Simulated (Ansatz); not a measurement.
Consider the alkene loss: `CC(C)(C)c1cccnc1` → `c1ccncc1` + `C=C(C)C`.

Calculated with Ansatz (gas phase, PBE0-D4/def2-TZVP geometries, no zero-point term in ΔE). CCSD(T)/CBS is the MP2 limit (def2-TZVPP, def2-QZVPP) plus CCSD(T) − MP2 in def2-TZVPP, frozen cores. This one scheme is used for every species. Functionals use def2-TZVPP.

```tsv
level	ΔE (kJ/mol)
r2SCAN-D4	98.0
BLYP	31.9
CAM-B3LYP	73.6
LC-ωPBE	100.4
```

**Question.** What does CCSD(T)/CBS give? (Best estimate.)

**Answer.** Computed: +101.1 kJ/mol. The listed levels differ from it by -3.1, -69.2, -27.5, -0.7 kJ/mol.

Largest T1 diagnostic among the species: 0.012.

In def2-TZVPP, CCSD(T) changes the Hartree–Fock value by +58.1 kJ/mol (the triples alone add +6.3 kJ/mol) and MP2 by +76.1 kJ/mol. From BLYP to BHLYP (50 % exact exchange), in def2-TZVPP and without D4, ΔE moves by +36.4 kJ/mol.

CCSD(T)/CBS has its own doubt, a few kJ/mol and more with outer-core shells, so smaller differences from it don't rank the levels.
